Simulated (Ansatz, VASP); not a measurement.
CuI (Marshite): VASP beside Ansatz

```
I Cu
1.0
     0.00000    3.01115    3.01115
     3.01115    0.00000    3.01115
     3.01115    3.01115    0.00000
I Cu
1 1
Direct
  0.00000 0.00000 0.00000
  0.75000 0.75000 0.75000
```

Change from the starting cell: volume scaled by 0.98.

Alike in both runs: task single point; functional PBE; k mesh 8 × 8 × 8; occupations fermi-dirac, width 0.05 eV; no spin polarisation.

```csv
,VASP,Ansatz
version,VASP 6.6.1,Ansatz 0.2.0
potentials or method,"VASP PAW PBE potentials, release 64 (I, Cu)",Ansatz PAW
plane-wave cutoff (eV),520,420
valence electrons in the cell,18,36
```

VASP gave:

| Item | Value |
| --- | --- |
| gap on the k mesh at the Fermi level (eV) | 1.20 |
| least direct gap on the mesh (eV) | 1.20 |
| pressure (GPa) | 1.2 |

Q: Estimate Ansatz's values.

A: gap on the k mesh at the Fermi level (eV): 1.18; least direct gap on the mesh (eV): 1.18; pressure (GPa): 1.2.

The two sets of potentials don't hold the same shells in valence.

Caveats: spin-orbit coupling is left out, which moves the levels of the heavy elements.
